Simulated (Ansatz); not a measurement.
Theory: DFT PBE, scalar-relativistic, plane waves, PAW, and for the lanthanide a 4f-in-core norm-conserving potential (Ansatz 0.2.0). All cells share a 770 eV cutoff and Γ-centred k meshes spaced at most about 0.3 Å⁻¹ (about 0.25 or finer for metals, 2π included). No spin polarisation.

All energies are static (0 K, no zero-point motion).

Compare these two cells of ErH₄, each relaxed at this level.

1. Space group I4/mmm (No. 139), tetragonal, a = 3.557 Å, c = 5.727 Å. Er has 10 H at 2.28–2.39 Å and 8 H at 2.56 Å; around H on a site of symmetry -4m2 lie 4 H at 2.02 Å and 4 Er at 2.28 Å; H on a site of symmetry 4mm has 1 H at 0.95 Å, 4 H at 2.02 Å, 1 Er at 2.39 Å and 4 Er at 2.56 Å.

2. Space group I4/mmm (No. 139), tetragonal, a = 3.976 Å, c = 6.593 Å. Around Er lie 4 H at 1.99 Å and 2 H at 2.16 Å; around H on a site of symmetry 4mm lie 1 Er at 2.16 Å and 5 H at 2.28–2.29 Å; around H on a site of symmetry mmm lie 2 Er at 1.99 Å and 4 H at 2.29 Å.

Task: Which form is favoured at zero pressure, and by what margin per atom?

Result: Cell 1 is lower, by 0.36 eV/atom. Cell 1 has space group I4/mmm (No. 139), 7.2 Å³/atom and no gap on its mesh; cell 2 has space group I4/mmm (No. 139), 10.4 Å³/atom and no gap. Counting H atoms around Er (those within 1.25 times the shortest such distance or 1.15 times the sum of covalent radii, 1.27 where that leaves under three), cell 1 has Er 18 and cell 2 has Er 6. The denser one is the lower, and pressure would at first widen the difference. Both come from invented guesses. The lowest form computed isn't among them: it has space group I4/mmm (No. 139), 7.1 Å³/atom and lies 43 meV/atom below the best shown.

With hydrogen, zero-point motion can shift such differences by 10 meV/atom or more. Cells relaxed within their symmetry can be saddle points. Some candidate types were left out of the draw beforehand, so a known form may be missing.

The lanthanide is trivalent by construction, without f bands, f moments or other valences.
